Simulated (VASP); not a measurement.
Wanted: the native input for a VASP 6.6.1 run.

| Property | Result |
| --- | --- |
| Task | relaxation of cell and atoms |
| Functional | PBE |
| Potentials or basis | VASP PAW PBE potentials, release 64 (Ti_sv, C) |
| Cutoff | 520 eV |
| k mesh | 4 × 4 × 4 |
| Occupations | gaussian, width 0.15 eV |
| Spin | no spin polarisation |
| Further INCAR settings | PREC = Normal; ALGO = Fast; EDIFF = 0.0001; IBRION = 2; EDIFFG = -0.08; NSW = 24; ISIF = 3 |

The structure of TiC3 lies in POSCAR:

```
TiC3
1.0
    0.0000000000      4.0173241500      4.0173241500
    4.0173241500      0.0000000000      4.0173241500
    4.0173241500      4.0173241500      0.0000000000
Ti C
2 6
Direct
    0.0000000000      0.0000000000      0.0000000000
    0.7500000000      0.7500000000      0.7500000000
    0.6609407700      0.3390592300      0.3390592300
    0.3390592300      0.6609407700      0.6609407700
    0.3390592300      0.3390592300      0.6609407700
    0.6609407700      0.6609407700      0.3390592300
    0.6609407700      0.3390592300      0.6609407700
    0.3390592300      0.6609407700      0.3390592300
```

The cell was built by a generator and needn't be a form met in nature.

One way to write it, as run:

INCAR

```
PREC     = Normal         # precision mode
ENCUT    = 520            # plane-wave cutoff, eV
EDIFF    = 1E-4           # SCF threshold, eV
ISMEAR   = 0              # smearing method
SIGMA    = 0.15           # smearing width, eV
LREAL    = F              # projectors in reciprocal space
LASPH    = T              # aspherical terms in the spheres
NELM     = 60             # most SCF steps
ALGO     = Fast           # electronic algorithm
ISIF     = 3              # what is computed and relaxed
LWAVE    = F              # write WAVECAR
LCHARG   = F              # write CHGCAR
GGA      = PE             # functional
IBRION   = 2              # ionic algorithm
NSW      = 24             # ionic steps
EDIFFG   = -0.08          # ionic threshold
```

KPOINTS

```
Automatic mesh
0
Gamma
  4 4 4
```

Potentials or basis: VASP PAW PBE potentials, release 64 (Ti_sv, C).

The run is started by

```console
$ cat potpaw_PBE.64/Ti_sv/POTCAR potpaw_PBE.64/C/POTCAR > POTCAR
$ mpirun -np 1 vasp_std > vasp.out
```

It gave:

```yaml
Relaxed_volume: 9.22 Å³/atom
Relaxed_cell: a = 4.707 Å, b = 4.707 Å, c = 4.707 Å, α = 60.00°, β = 60.00°, γ = 60.00°
Space_group_after_relaxing_to_0.05_Å: F-43m (No. 216)
Energy_gained_by_relaxing: 1116.9 meV/atom
Ionic_steps: 7
Pressure_after_relaxing: -0.8 GPa
Largest_force_after_relaxing: 0.016 eV/Å
Band_gap_on_the_k_mesh: none (metal or under the smearing width)
```

Caveat: the volume moved by over 15 % at a fixed basis, so the end points are rough; the relaxation stopped at a loose force limit of 0.08 eV/Å, so its end isn't a converged minimum.

It took 2.7 min on 1 thread of Intel(R) Xeon(R) Platinum 8488C (Sapphire Rapids), with other jobs on the host, peak memory 0.19 GiB.
